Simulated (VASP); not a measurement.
# Mo (Im-3m) in VASP: a series of runs, part 2 of 2

VASP 6.6.1. The steps go on from the part before.

### Step 4. Relaxation of cell and atoms, r2SCAN

The input, INCAR:

```
PREC     = Accurate       # precision mode
ENCUT    = 600            # plane-wave cutoff, eV
EDIFF    = 1E-6           # SCF threshold, eV
ISMEAR   = 1              # smearing method
SIGMA    = 0.1            # smearing width, eV
LREAL    = False          # projectors in reciprocal space
LASPH    = True           # aspherical terms in the spheres
NELM     = 80             # most SCF steps
ALGO     = Normal         # electronic algorithm
ISIF     = 3              # what is computed and relaxed
LWAVE    = False          # write WAVECAR
LCHARG   = False          # write CHGCAR
METAGGA  = R2SCAN         # meta-GGA
LMIXTAU  = True         
IBRION   = 2              # ionic algorithm
NSW      = 90             # ionic steps
EDIFFG   = -0.01          # ionic threshold
```

The input, KPOINTS:

```
Automatic mesh
0
Gamma
  20 20 20
```

The input, POSCAR:

```
Mo
1.0
   -1.5734150000      1.5734150000      1.5734150000
    1.5734150000     -1.5734150000      1.5734150000
    1.5734150000      1.5734150000     -1.5734150000
Mo
1
Direct
    0.0000000000      0.0000000000      0.0000000000
```

Potentials or basis: VASP PAW PBE potentials, release 64 (Mo_sv).

The run is started by

```
$ cat potpaw_PBE.64/Mo_sv/POTCAR > POTCAR
$ mpirun -np 1 vasp_std > vasp.out
```

OUTCAR:

```text
PREC = Accurate
   ENCUT = 600
   EDIFF = 1E-6
   ISMEAR = 1
   LREAL = False
   LASPH = True
   NELM = 80
   ISIF = 3
   METAGGA = R2SCAN
   IBRION = 2
   NSW = 90
   EDIFFG = -0.01

 ion  position               nearest neighbor table
   1  0.000  0.000  0.000-

  LATTYP: Found a body centered cubic cell.
 ALAT       =     3.1468300000

  Lattice vectors:

 A1 = (  -1.5734150000,   1.5734150000,   1.5734150000)
 A2 = (   1.5734150000,  -1.5734150000,   1.5734150000)
 A3 = (   1.5734150000,   1.5734150000,  -1.5734150000)

Analysis of symmetry for initial positions (statically):
=====================================================================
 Subroutine PRICEL returns:
 Original cell was already a primitive cell.

 Routine SETGRP: Setting up the symmetry group for a
 body centered cubic supercell.

 Subroutine GETGRP returns: Found 48 space group operations
 (whereof 48 operations were pure point group operations)
 out of a pool of 48 trial point group operations.

The static configuration has the point symmetry O_h .

Analysis of symmetry for dynamics (positions and initial velocities):
=====================================================================
 Subroutine PRICEL returns:
 Original cell was already a primitive cell.

 Routine SETGRP: Setting up the symmetry group for a
 body centered cubic supercell.

 Subroutine GETGRP returns: Found 48 space group operations
 (whereof 48 operations were pure point group operations)
 out of a pool of 48 trial point group operations.

The dynamic configuration has the point symmetry O_h .

 Subroutine INISYM returns: Found 48 space group operations
 (whereof 48 operations are pure point group operations),
 and found     1 'primitive' translations

----------------------------------------------------------------------------------------

[... 131 lines left out ...]

 number of electron      14.0000002 magnetization

 Free energy of the ion-electron system (eV)
  ---------------------------------------------------
  ext. energy  EPLUGINS =         0.00000000
  ---------------------------------------------------
  free energy    TOTEN  =       -26.07783875 eV

  energy without entropy =      -26.07810332  energy(sigma->0) =      -26.07792694

------------------------ aborting loop because EDIFF is reached ----------------------------------------

  FORCE on cell =-STRESS in cart. coord.  units (eV):
  Direction    XX          YY          ZZ          XY          YZ          ZX
  --------------------------------------------------------------------------------------
  -------------------------------------------------------------------------------------
  Total        0.2108337      0.2108337      0.2108337      0.0000000      0.0000000      0.0000000
  in kB       21.6800740     21.6800740     21.6800740      0.0000000      0.0000000      0.0000000
  external PRESSURE =      21.6800740 kB  Pullay stress =       0.0000000 kB
[... 57 lines left out ...]
--------------------------------------- Ionic step        3  -------------------------------------------

 number of electron      14.0000002 magnetization

 Free energy of the ion-electron system (eV)
  ---------------------------------------------------
  ext. energy  EPLUGINS =         0.00000000
  ---------------------------------------------------
  free energy    TOTEN  =       -26.07865243 eV

  energy without entropy =      -26.07897002  energy(sigma->0) =      -26.07875829

 E-fermi :  12.5145     XC(G=0): -14.6092

 val. band max:       12.4694316653   @ k =  -0.2000   0.2000   0.1500
 cond. band min:      12.5183491115   @ k =  -0.4500   0.5000   0.0500
 fundamental gap:      0.0489174463
 Fermi energy:        12.5145431280

 k-point     1 :       0.0000    0.0000    0.0000
  band No.  band energies     occupation
      1     -50.7493      2.00000
      2     -23.2318      2.00000
      3     -23.2318      2.00000
      4     -23.2318      2.00000
      5       4.8272      2.00000
      6      11.0605      2.00000
      7      11.0605      2.00000
      8      11.0605      2.00000
      9      14.3802     -0.00000
     10      14.3802     -0.00000
     11      27.9662      0.00000
[... 309 lines left out ...]
 k-point    24 :       0.2500    0.1000    0.0000
  band No.  band energies     occupation
      1     -50.5508      2.00000
      2     -24.2411      2.00000
      3     -23.5609      2.00000
      4     -23.2908      2.00000
      5       7.4959      2.00000
      6       9.5931      2.00000
      7      10.7164      2.00000
      8      13.6719     -0.00000
      9      14.8612      0.00000
     10      15.1790      0.00000
     11      27.3928      0.00000

 [... further k-points ...]

------------------------ aborting loop because EDIFF is reached ----------------------------------------

  FORCE on cell =-STRESS in cart. coord.  units (eV):
  Direction    XX          YY          ZZ          XY          YZ          ZX
  --------------------------------------------------------------------------------------
  -------------------------------------------------------------------------------------
  Total        0.0001443      0.0001443      0.0001443     -0.0000000      0.0000000     -0.0000000
  in kB        0.0147210      0.0147210      0.0147210     -0.0000000      0.0000000     -0.0000000
  external PRESSURE =       0.0147210 kB  Pullay stress =       0.0000000 kB
[... 16 lines left out ...]
  FREE ENERGIE OF THE ION-ELECTRON SYSTEM (eV)
  ---------------------------------------------------
  free  energy   TOTEN  =       -26.0786524278 eV

  energy  without entropy=      -26.0789700198  energy(sigma->0) =      -26.07875829

 reached required accuracy - stopping structural energy minimisation
```

Wall time 2.5 min (1 thread of Intel Xeon 6975P-C (Granite Rapids), shared host); peak memory 0.19 GiB.

Results:

- Free energy: -26.0787 eV
- Relaxed volume: 15.70 Å³/atom
- Relaxed cell: a = 2.732 Å, b = 2.732 Å, c = 2.732 Å, α = 109.47°, β = 109.47°, γ = 109.47°
- Space group after relaxing (to 0.05 Å): Im-3m (No. 229)
- Energy gained by relaxing: 0.8 meV/atom
- Ionic steps: 3
- Pressure after relaxing: 0.0 GPa
- Band gap on the k mesh: none (metal or under the smearing width)

The path:
```tsv
step	energy change (eV)	largest force (eV/Å)	pressure (GPa)	volume (Å³)
1	0.0000	0.0000	2.17	15.58
2	0.0060	0.0000	-5.95	16.06
3	-0.0008	0.0000	0.00	15.70
```

Final structure:
```
Mo
1.0
    -1.57750    1.57750    1.57750
     1.57750   -1.57750    1.57750
     1.57750    1.57750   -1.57750
Mo
1
Direct
  0.00000 0.00000 0.00000
```

Levels at points of the mesh, in eV from the Fermi level:
```
           k point  band 3  band 4  band 5  band 6  band 7  band 8  band 9  band 10  band 11
(0.00, 0.00, 0.00)  -35.75  -35.75   -7.69   -1.45   -1.45   -1.45    1.87     1.87    15.45
(0.50, 0.00, 0.00)  -36.22  -35.76   -5.61   -3.60    1.52    1.84    2.54     4.86    12.13
(0.50, 0.50, 0.50)  -36.77  -36.77   -5.65   -5.65    4.08    4.08    4.08     9.40     9.40
```

Caveat: the PAW data sets were made with another functional, which shifts forces and pressure a little. Zero-point motion and thermal expansion aren't in these numbers.
